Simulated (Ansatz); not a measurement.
Al2Au (Fm-3m)

The calculation used DFT PBE, scalar-relativistic, plane waves, PAW in Ansatz.

Plane waves to 420 eV, a k mesh through Γ of 12×12×12 on the computed 3-atom cell and Gaussian smearing (0.10 eV); no spin polarisation.

The structure is relaxed at this level of theory with its symmetry kept. Whether it is the stable form of this composition wasn't checked.

```
CELL_PARAMETERS angstrom
0.00000 3.03039 3.03039
3.03039 0.00000 3.03039
3.03039 3.03039 0.00000
ATOMIC_POSITIONS crystal
Al 0.25000 0.25000 0.25000
Al 0.75000 0.75000 0.75000
Au 0.00000 0.00000 0.00000
```

| Quantity | Value |
| --- | --- |
| Space group | Fm-3m (No. 225) |
| Volume per atom | 18.55 Å³ |
| Formation energy from the elements' standard states (uncorrected) | -0.434 eV/atom |
| Kohn–Sham band gap | none (metal) |
| Density of states at the Fermi level | 0.93 states/eV per cell |
| Löwdin character within 0.5 eV of the Fermi level | Al 3p 73 %, Al 3s 9 %, unprojected 10 % |
| Bulk modulus | 104 GPa |
| Its pressure derivative | 4.8 |
| Bader charges (e) | Al (2 in the cell) 1.69, Au (1 in the cell) -3.37 |

Spin-orbit coupling is left out, which matters for the bands of heavy elements.

Cost: 9 runs of about 1.4 core-minutes in all, on Intel Xeon Platinum 8375C (Ice Lake) (shared hosts).